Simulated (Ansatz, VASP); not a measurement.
## La: VASP beside Ansatz

```
CELL_PARAMETERS angstrom
0.10592 2.70096 2.70096
2.70096 0.10592 2.70096
2.70096 2.70096 0.10592
ATOMIC_POSITIONS crystal
La 0.00000 0.00000 0.00000
```

Change from the starting cell: equal xy, yz and zx shear strains of +4 %, PAW files.

Alike in both runs: task electric field gradients; functional PBE; k mesh 12 × 12 × 12; occupations fermi-dirac, width 0.05 eV; no spin polarisation.

|  | VASP | Ansatz |
| --- | --- | --- |
| version | VASP 6.6.1 | Ansatz 0.2.0 |
| potentials or method | VASP PAW PBE potentials, release 64 (La) | PAW with Ansatz's default frozen-core files, scalar-relativistic |
| plane-wave cutoff (eV) | 520 | 420 |
| valence electrons in the cell | 11 | 11 |

```tsv
	VASP	Ansatz	Ansatz less VASP
pressure (GPa)	0.0	-0.1	-0.07
largest component of the traceless stress (GPa)	0.86	0.86	+0.001
Vzz of the field gradient on the site that differs most (V/Å²)	-52.8	-50.5	+2.29
```

With one functional, cell and mesh, what is left measures potentials, basis and numerics. Ansatz warned: «gradients_without_spin_orbit».

The runs have no spin-orbit coupling, so splittings on La are missing.
